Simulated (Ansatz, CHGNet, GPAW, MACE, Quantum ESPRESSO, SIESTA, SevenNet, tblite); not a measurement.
# SIESTA runs on AlN/GaN superlattice along [0001] (64 atoms)

Wanted: SIESTA inputs and outputs for AlN/GaN superlattice along [0001] (64 atoms), checked against a plane-wave reference.

Program: SIESTA 5.4.2. Level of theory: the method is named at each step. Results are calculated unless marked as measured.

## Step 1: The structure

The cell holds 64 atoms: 24 Al, 32 N and 8 Ga. Its edges and angles: a = 6.378 Å, b = 6.378 Å, c = 19.950 Å, α = 90.0°, β = 90.0°, γ = 120.0°. Wurtzite lattice with in-plane constant 3.189 Å; 3 periods of AlN and 1 of GaN along [0001], 2 x 2 in-plane cells; the two parts stretched along z by 0.9492 and 1.0; every coordinate displaced by a Gaussian of 0.02 Å. Then every atom was moved at random, 0.02 Å r.m.s. a Cartesian component. Regions: AlN, 48 atoms (24 Al and 24 N); GaN, 16 atoms (8 Ga and 8 N). The structure's axis is c.

The yardstick, on the same geometry:

```
method                                           : Kohn-Sham DFT, PBE, GBRV 1.5 ultrasoft pseudopotentials, plane waves (Quantum ESPRESSO 7.5); gbrv-pbe-1.5, cutoffs 40/200 Ry, Γ point
r.m.s. force component                           : 0.9268 eV/Å
longest force                                    : 5.008 eV/Å
pressure                                         : 1.533 GPa
gap (highest filled to lowest empty level) : 2.537 eV
time                                             : 6 min on 2 MPI ranks of Arm Neoverse N1, shared host
CPU time                                         : 12 min
```

## Step 2: PBE, DZP, shift 0.01 Ry, mesh 500 Ry

Method: Kohn-Sham DFT, PBE, PseudoDojo 0.4.1 norm-conserving pseudopotentials (converted to PSML), numerical atomic orbitals (DZP), diagonalisation.

The .psml files are PseudoDojo norm-conserving potentials that we converted to this format, checked against plane waves on the same files for H, C, O, Si, Ge and Ca alone.

input.fdf reads:

```
SystemLabel cell
NumberOfAtoms 64
NumberOfSpecies 3
%block ChemicalSpeciesLabel
  1 13 Al
  2 7 N
  3 31 Ga
%endblock ChemicalSpeciesLabel
LatticeConstant 1.0 Ang
%block LatticeVectors
  6.37800 0.00000 0.00000
  -3.18900 5.52351 0.00000
  0.00000 0.00000 19.94981
%endblock LatticeVectors
PAO.BasisSize DZP
PAO.EnergyShift 0.01 Ry
XC.Functional GGA
XC.Authors PBE
MeshCutoff 500 Ry
%block kgrid_Monkhorst_Pack
  1 0 0 0.0
  0 1 0 0.0
  0 0 1 0.0
%endblock kgrid_Monkhorst_Pack
SolutionMethod diagon
OccupationFunction FD
ElectronicTemperature 580 K
SCF.Mixer.Method Pulay
SCF.Mixer.Weight 0.05
SCF.Mixer.History 8
SCF.Mix Hamiltonian
MaxSCFIterations 300
SCF.DM.Tolerance 1e-04
SCF.H.Tolerance 1.0e-3 eV
WriteForces T
Write.HirshfeldPop T
Write.VoronoiPop T
Write.DM F
Write.H F
XML.Write F
AtomicCoordinatesFormat Fractional
%block AtomicCoordinatesAndAtomicSpecies
  0.99871 0.00201 0.00054 1
  0.16398 0.33772 0.03082 2
  0.16888 0.33161 0.12295 1
  0.99743 0.99625 0.15316 2
  0.00416 0.00401 0.24794 1
  0.16819 0.33212 0.27621 2
  0.15886 0.32775 0.36867 1
  0.99796 0.99402 0.39922 2
  0.00202 0.00039 0.49522 1
  0.16729 0.33062 0.52390 2
  0.15883 0.32859 0.61796 1
  0.00081 0.99426 0.64907 2
  0.00006 0.99758 0.74114 3
  0.16808 0.33703 0.77369 2
  0.17487 0.33729 0.87094 3
  0.99707 0.99781 0.90068 2
  0.98960 0.49568 0.99934 1
  0.16771 0.82851 0.02992 2
  0.16907 0.83517 0.12252 1
  0.00640 0.49687 0.15087 2
  0.00074 0.50339 0.24697 1
  0.16941 0.82886 0.27529 2
  0.16433 0.84113 0.36878 1
  0.99909 0.50087 0.39979 2
  0.99362 0.48994 0.49478 1
  0.17780 0.84122 0.52323 2
  0.15426 0.82264 0.61585 1
  0.00262 0.50842 0.65037 2
  0.00060 0.49805 0.73835 3
  0.16493 0.83000 0.77239 2
  0.17248 0.84192 0.87073 3
  0.00346 0.50053 0.90145 2
  0.50237 0.00662 0.99719 1
  0.66851 0.34035 0.02883 2
  0.66025 0.33330 0.12624 1
  0.49968 0.00002 0.15172 2
  0.49561 0.99757 0.24615 1
  0.66555 0.33251 0.27604 2
  0.66177 0.33826 0.37110 1
  0.49336 0.00221 0.39965 2
  0.50046 0.00111 0.49064 1
  0.66920 0.33164 0.52331 2
  0.66167 0.32972 0.61856 1
  0.49356 0.99534 0.64558 2
  0.50312 0.00279 0.74086 3
  0.67294 0.33306 0.77341 2
  0.66466 0.32983 0.86939 3
  0.50952 0.00533 0.90171 2
  0.50293 0.49969 0.99866 1
  0.66093 0.82909 0.03153 2
  0.65676 0.83036 0.12026 1
  0.50351 0.50702 0.15004 2
  0.50923 0.50681 0.24797 1
  0.66068 0.83414 0.27569 2
  0.66852 0.83290 0.36839 1
  0.49944 0.49366 0.40038 2
[... 4 atom lines left out ...]
  0.49939 0.50865 0.74080 3
  0.67120 0.83367 0.77017 2
  0.66407 0.83467 0.87180 3
  0.51247 0.51335 0.90079 2
%endblock AtomicCoordinatesAndAtomicSpecies
```

The run is started by

```sh
> OMP_NUM_THREADS=1 mpirun -np 2 siesta < input.fdf > output.txt
```

Output:

```text
Version         : 5.4.2
reinit: System Name:
reinit: System Label: cell
initatom: Reading input for the pseudopotentials and atomic orbitals ----------
Species number:   1 Atomic number:   13 Label: Al
Species number:   2 Atomic number:    7 Label: N
Species number:   3 Atomic number:   31 Label: Ga
Ground state valence configuration (from tables):   3s02  3p01  3d00  4f00
Ground state valence configuration (from tables):   2s02  2p03  3d00  4f00
Ground state valence configuration (from tables):   4s02  4p01  4d00  4f00
---- Processing specs for species: Al
GGA--PBE XC_GGA_X_PBE--XC_GGA_C_PBE pb
---- Processing specs for species: N
GGA--PBE XC_GGA_X_PBE--XC_GGA_C_PBE pb
---- Processing specs for species: Ga
GGA--PBE XC_GGA_X_PBE--XC_GGA_C_PBE pb
Semicore shell(s) with 10 electrons included in the valence for Ga
Semicore shell(s): 3d
Fallback to non-perturbative polarization scheme for Ga
Please see the manual if this is not desired in principle
Al pseudopotential only contains V_ls up to l=2 -- lmxkb reset.
N pseudopotential only contains V_ls up to l=1 -- lmxkb reset.
Ga pseudopotential only contains V_ls up to l=2 -- lmxkb reset.
Using PAO.SplitTailNorm
%block ChemicalSpeciesLabel
    1   13 Al                      # Species index, atomic number, species label
    2    7 N                       # Species index, atomic number, species label
    3   31 Ga                      # Species index, atomic number, species label
%endblock ChemicalSpeciesLabel
%block PAO.Basis                 # Define Basis set
Al                    2                    # Species label, number of l-shells
 n=3   0   2                         # n, l, Nzeta
   6.130      4.449
   1.000      1.000
 n=3   1   2 P   1                   # n, l, Nzeta, Polarization, NzetaPol
   7.969      5.883
[...]
N                     2                    # Species label, number of l-shells
 n=2   0   2                         # n, l, Nzeta
[...]
n=2   1   2 P   1                   # n, l, Nzeta, Polarization, NzetaPol
[...]
Ga                    4                    # Species label, number of l-shells
 n=4   0   2                         # n, l, Nzeta
[...]
n=4   1   2                         # n, l, Nzeta
   7.969      5.866
   1.000      1.000
 n=3   2   1                         # n, l, Nzeta
   3.094
   1.000
 n=4   2   1                         # n, l, Nzeta
   7.969
   1.000
%endblock PAO.Basis
coor:   Atomic-coordinates input format  =     Fractional
siesta: System type = bulk
initatomlists: Number of atoms, orbitals, and projectors:     64   872   832
siesta: ******************** Simulation parameters ****************************
Total number of electrons:   336.000000
Total ionic charge:   336.000000
 Kpoints in:            1 . Kpoints trimmed:            1
siesta: k-grid: Number of k-points = 1
siesta: k-points from Monkhorst-Pack grid
siesta: k-cutoff (effective) =     3.189 Ang
siesta: k-point supercell and displacements
siesta: k-grid:     1     0     0      0.000
siesta: k-grid:     0     1     0      0.000
siesta: k-grid:     0     0     1      0.000
                     ====================================
                        Single-point calculation
                     ====================================
outcell: Unit cell vectors (Ang):
        6.378000    0.000000    0.000000
       -3.189000    5.523510    0.000000
        0.000000    0.000000   19.949810
outcell: Cell vector modules (Ang)   :    6.378000    6.378000   19.949810
outcell: Cell angles (23,13,12) (deg):     90.0000     90.0000    120.0000
outcell: Cell volume (Ang**3)        :    702.8108
Gamma-point calculation with interaction between periodic images
Gamma-point calculation with interaction between periodic images
Some features might not work optimally:
Some features might not work optimally:
e.g. DM initialization from atomic data
e.g. DM initialization from atomic data
new_DM -- step:     1
Initializing Density Matrix...
Attempting to read DM from file... Failed...
DM filled with atomic data:
InitMesh: MESH = 80 x 80 x 270 = 1728000
InitMesh: Mesh cutoff (required, used) =   500.000   506.235 Ry
stepf: Fermi-Dirac step function
        iscf     Eharris(eV)        E_KS(eV)     FreeEng(eV)     dDmax    Ef(eV) dHmax(eV)
   scf:    1   -26910.576378   -27150.332960   -27150.332960  1.752295 -6.192074 10.420824
   scf:    2   -27186.198685   -27168.664424   -27168.664424  0.028295 -6.014799  9.019994
   scf:    3   -27245.444362   -27225.429046   -27225.429046  0.186199 -4.556590  1.206660
[...]
scf:   16   -27225.714985   -27225.714985   -27225.714985  0.000012 -4.529391  0.001194
   scf:   17   -27225.714986   -27225.714986   -27225.714986  0.000040 -4.529314  0.000473
SCF Convergence by DM+H criterion
max |DM_out - DM_in|         :     0.0000404052
max |H_out - H_in|      (eV) :     0.0004729915
SCF cycle converged after 17 iterations
Using DM_out to compute the final energy and forces
siesta: E_KS(eV) =           -27225.7150
siesta: E_KS - E_eggbox =    -27225.7150
siesta: Atomic forces (eV/Ang):
     1    0.197112   -0.188273   -0.073838
     2    0.500124   -0.611365   -1.756302
     3   -0.276564   -0.122108    1.003533
[...]
63    0.798611    0.496162   -1.340137
    64   -0.273022   -1.492862    1.445748
----------------------------------------
   Tot    0.002260   -0.001782   -0.013748
----------------------------------------
   Max    5.085149
   Res    0.974739    sqrt( Sum f_i^2 / 3N )
----------------------------------------
   Max    5.085149    constrained
Stress tensor Voigt[x,y,z,yz,xz,xy] (kbar):      -16.37      -19.86      -49.84       -0.47        6.34        2.80
(Free)E + p*V (eV/cell)   -27213.1297
Target enthalpy (eV/cell)   -27225.7150
siesta: Program's energy decomposition (eV):
siesta: Ebs     =     -4645.592675
siesta: Eions   =     35928.147199
siesta: Ena     =      5083.280332
siesta: Ekin    =     20616.410490
siesta: Enl     =     -8988.125576
siesta: DEna    =       -35.936916
siesta: DUscf   =        33.353256
siesta: Ex      =     -7475.994440
siesta: Ec      =      -530.554932
siesta: Exc     =     -8006.549372
siesta: Eharris =    -27225.714986
siesta: Etot    =    -27225.714986
siesta: FreeEng =    -27225.714986
siesta: Final energy (eV):
siesta:  Band Struct. =   -4645.592675
siesta:       Kinetic =   20616.410490
siesta:       Hartree =   21778.828992
siesta:         Exch. =   -7475.994440
siesta:         Corr. =    -530.554932
siesta:   Exch.-corr. =   -8006.549372
siesta:  Ion-electron =  -62118.493113
siesta:       Ion-ion =     504.088018
siesta:         Total =  -27225.714986
siesta:         Fermi =      -4.529314
siesta: Stress tensor (static) (eV/Ang**3):
siesta:    -0.010218    0.001750    0.003958
siesta:     0.001750   -0.012397   -0.000294
siesta:     0.003958   -0.000294   -0.031107
siesta: Cell volume =        702.810795 Ang**3
siesta: Pressure (static):
siesta:                Solid            Molecule  Units
siesta:           0.00019503         -0.00040262  Ry/Bohr**3
siesta:           0.01790714         -0.03696693  eV/Ang**3
siesta:          28.69040168        -59.22754473  kBar
    Orbital volume contribution        =          46.037207 eV
    (Free)E + p_basis*V_orbitals       =      -27179.677778 eV
    (Free)Eharris+ p_basis*V_orbitals  =      -27179.677778 eV
Hirshfeld Atomic Populations:
Atom #   charge [q] valence [e]  Species
     1     0.328713    2.671287  Al
     2    -0.343339    5.343339  N
     3     0.326436    2.673564  Al
     4    -0.341489    5.341489  N
     5     0.342528    2.657472  Al
     6    -0.340270    5.340270  N
[...]
13     0.382798   12.617202  Ga
[...]
15     0.377871   12.622129  Ga
[...]
29     0.384436   12.615564  Ga
[...]
--------------------
 Total     0.000011
Voronoi Atomic Populations:
Atom #   charge [q] valence [e]  Species
[...]
57     0.438105    2.561895  Al
[...]
59     0.413399    2.586601  Al
[...]
61     0.463479   12.536521  Ga
    62    -0.455711    5.455711  N
    63     0.476619   12.523381  Ga
    64    -0.448569    5.448569  N
--------------------
 Total     0.000011
```

Elapsed: 12 min, on 2 MPI ranks of Arm Neoverse N1, shared host; peak memory 2.2 GiB.

Banners, paths, timers and routine set-up lines are dropped from the logs unmarked, and long logs keep their key lines alone; longer cuts are marked.

Compared with the plane-wave run:

| Quantity | Value |
| --- | --- |
| r.m.s. force component | 0.9747 eV/Å |
| r.m.s. difference of force components | 55.86 meV/Å |
| longest difference of force vectors | 252.3 meV/Å |
| force difference over r.m.s. force | 6.027 % |
| slope of forces against the reference's | 1.051 |
| correlation of force components | 0.9995 |
| gap (highest filled to lowest empty level) | 2.612 eV |
| gap difference | 0.0755 eV |
| pressure | 2.869 GPa |
| pressure difference | 1.336 GPa |

Length of the force difference by element (eV/Å):

```tsv
element	atoms	mean	most
Al	24	0.083	0.15
Ga	8	0.087	0.17
N	32	0.090	0.25
```

Levels nearest the highest filled one (eV from it): -1.40, -1.37, -1.21, -1.16, -1.16, -1.03, -1.02, -0.58, -0.55, -0.46, -0.04, 0.00, 2.61, 3.52, 3.59, 3.67, 3.72, 3.79, 3.86, 3.93, 3.97, 4.04, 4.08, 4.10.

Local excerpt of 9 atoms (numbers count through the whole input) about Al57, picked at random; x, y, z are measured from there.

```tsv
atom	x	y	z	distance (Å)	bonds	Hirshfeld charge (e)	Fx	Fy	Fz (eV/Å)
Al57	0.00	0.00	0.00	0.00	4	0.35	1.24	0.49	1.09
N56	0.07	-0.01	-1.85	1.85	4	-0.34	-1.11	0.63	-1.07
N10	-1.53	-0.91	0.61	1.88	4	-0.33	-0.66	-0.06	-0.55
N58	0.09	1.86	0.56	1.95	4	-0.34	-0.58	0.05	-0.75
N42	1.67	-0.90	0.60	1.99	4	-0.34	-0.43	-0.02	-0.51
Al39	1.60	-0.87	-2.44	3.04	4	0.33	1.06	-0.61	0.46
Al7	-1.58	-0.92	-2.49	3.09	4	0.34	0.19	0.53	1.30
Al11	-1.58	-0.92	2.49	3.09	4	0.34	1.01	0.41	1.21
N60	0.10	0.02	3.09	3.09	4	-0.35	-0.96	0.17	-3.02
```

Forces lie 6.0 % from the reference's, at 1.9 times its CPU time.

## Step 3: PBE, SZ, shift 0.01 Ry, mesh 500 Ry

Method: Kohn-Sham DFT, PBE, PseudoDojo 0.4.1 norm-conserving pseudopotentials (converted to PSML), numerical atomic orbitals (SZ), diagonalisation.

input.fdf: that of step 2 with these lines changed.

```diff
@@ -14,3 +14,3 @@
 %endblock LatticeVectors
-PAO.BasisSize DZP
+PAO.BasisSize SZ
 PAO.EnergyShift 0.01 Ry
```

The run is started by

```sh
> OMP_NUM_THREADS=1 siesta < input.fdf > output.txt
```

Output:

```text
Version         : 5.4.2
reinit: System Name:
reinit: System Label: cell
initatom: Reading input for the pseudopotentials and atomic orbitals ----------
Species number:   1 Atomic number:   13 Label: Al
Species number:   2 Atomic number:    7 Label: N
Species number:   3 Atomic number:   31 Label: Ga
Ground state valence configuration (from tables):   3s02  3p01  3d00  4f00
Ground state valence configuration (from tables):   2s02  2p03  3d00  4f00
Ground state valence configuration (from tables):   4s02  4p01  4d00  4f00
---- Processing specs for species: Al
[... lines left out ...]
        iscf     Eharris(eV)        E_KS(eV)     FreeEng(eV)     dDmax    Ef(eV) dHmax(eV)
[... lines left out ...]
SCF Convergence by DM+H criterion
[... lines left out ...]
SCF cycle converged after 14 iterations
[... lines left out ...]
   Max    5.125349
[... lines left out ...]
   Max    5.125349    constrained
Stress tensor Voigt[x,y,z,yz,xz,xy] (kbar):     -135.42     -139.69     -235.55       -0.71        9.62        4.83
[... lines left out ...]
siesta: FreeEng =    -27179.028919
[... lines left out ...]
siesta:         Fermi =      -3.823698
[... lines left out ...]
siesta:     0.006004   -0.000446   -0.147016
siesta: Cell volume =        702.810795 Ang**3
siesta: Pressure (static):
siesta:                Solid            Molecule  Units
siesta:           0.00115713          0.00058466  Ry/Bohr**3
siesta:           0.10624286          0.05368123  eV/Ang**3
siesta:         170.21982055         86.00680937  kBar
    Orbital volume contribution        =          22.433070 eV
    (Free)E + p_basis*V_orbitals       =      -27156.595848 eV
    (Free)Eharris+ p_basis*V_orbitals  =      -27156.595848 eV
Hirshfeld Atomic Populations:
Atom #   charge [q] valence [e]  Species
     1     0.346278    2.653722  Al
     2    -0.355745    5.355745  N
     3     0.346337    2.653663  Al
     4    -0.359528    5.359528  N
     5     0.355921    2.644079  Al
     6    -0.354733    5.354733  N
[...]
13     0.361920   12.638080  Ga
[...]
15     0.362288   12.637712  Ga
[...]
29     0.363154   12.636846  Ga
[...]
--------------------
 Total     0.000010
Voronoi Atomic Populations:
Atom #   charge [q] valence [e]  Species
[...]
57     0.429716    2.570284  Al
[...]
59     0.407958    2.592042  Al
[...]
61     0.427539   12.572461  Ga
    62    -0.435530    5.435530  N
    63     0.449667   12.550333  Ga
    64    -0.427150    5.427150  N
--------------------
 Total     0.000010
```

Run time: 3.8 min. Hardware: 1 thread; peak memory 0.88 GiB.

Against the reference:

```yaml
r_m_s_force_component: 1.073 eV/Å
r_m_s_difference_of_force_components: 226.3 meV/Å
longest_difference_of_force_vectors: 863.9 meV/Å
force_difference_over_r_m_s_force: 24.42 %
slope_of_forces_against_the_reference_s: 1.141
correlation_of_force_components: 0.985
spacing_of_highest_filled_and_lowest_empty_level: 2.363 eV
gap_difference: -0.1742 eV
pressure: 17.02 GPa
pressure_difference: 15.49 GPa
```

This is a coarse setting, run to see what it loses.

Against the first run (6.0 %), the force difference from the reference is 24 %, at 0.16 times the CPU time (on 1 against 2 cores), with 296 basis functions against 872: the smaller basis costs accuracy.

## Step 4: Side by side

Differences are against the plane-wave reference, forces as r.m.s. over components; share is that over the reference's r.m.s. force, slope the least-squares factor from reference forces to these. Total energies of different programs have different zeros and aren't compared.

```tsv
run	Δ force, r.m.s. (meV/Å)	share (%)	slope	Δ pressure (GPa)	Δ gap (eV)	cores	CPU time	memory (GiB)
reference	-	-	-	-	-	2	12 min	0.73
SIESTA PBE, DZP, shift 0.01 Ry, mesh 500 Ry	55.9	6.03	1.051	1.34	0.0755	2	23 min	2.2
SIESTA PBE, SZ, shift 0.01 Ry, mesh 500 Ry (coarse)	226	24.4	1.141	15.5	-0.174	1	3.8 min	0.88
```

Rows marked coarse were listed beforehand as settings not expected to be converged; some can still land near the reference.

CPU time is summed over cores on a shared host, where runs went side by side, so it is rough. Symmetry, cutoffs, thresholds, outputs and thread counts weren't matched or tuned between programs; memory under MPI is the largest rank's times the ranks.

## Step 5: What came out

* nearest in forces: SIESTA PBE, DZP, shift 0.01 Ry, mesh 500 Ry, 6.0 %
* its CPU time: 23 min

What this shows: The PBE run in local orbitals, coarse settings apart, differs by 6.0 % (SIESTA PBE, DZP, shift 0.01 Ry, mesh 500 Ry); basis, grid and potentials can all enter. Runs with settings chosen to be coarse differ by 24 % (SIESTA PBE, SZ, shift 0.01 Ry, mesh 500 Ry), their programs' other errors included. One electronic-structure run takes under half the reference's CPU time: SIESTA PBE, SZ, shift 0.01 Ry, mesh 500 Ry, at 24 % in 3.8 min against 12 min; its pressure misses by +15.5 GPa. SIESTA PBE, SZ, shift 0.01 Ry, mesh 500 Ry stiffens the forces by a factor of 1.14 while following their directions (correlation 0.985); the slopes of the 2 SIESTA runs lie between 1.05 and 1.14. At the same functional, gaps differ from the reference's 2.54 eV by between -0.17 and +0.08 eV. These are spacings on the run's k-points, which needn't hold the band edges. In pressure, SIESTA PBE, SZ, shift 0.01 Ry, mesh 500 Ry misses by +15.5 GPa, at the same functional. The potentials hold different valence shells: 384 electrons in the reference, 336 in SIESTA; this bears on time and differences. The reference's pressure holds the uncorrected Pulay stress of its 40 Ry basis, so small pressure differences, and their order, may be the reference's own error. The cell is under 6 Å thick along two periodic directions, so every atom has periodic images of itself close by, which move with it and show among its neighbours and in g(r). The host structure and its lattice constant were typed by rule, without a check against the phase diagram. The reference's pressure of 1.5 GPa belongs to a cell and atoms that aren't relaxed at this level. The electronic-structure runs sample only Γ, in a cell whose shortest periodic width is 6 Å.

[Also dropped from logs without a mark: logging warnings of Python, and SIESTA's first energy breakdown and zero terms.]

[Logs are printed without paths, hosts, clocks, repeated set-up lines and the standing remarks that a program may print on its own settings, such as how far it seeks lower states.]

[Hosts, paths, dates, database ids (printed as entryN), source tags and the programs' standing remarks are cut or masked in the printed files.]
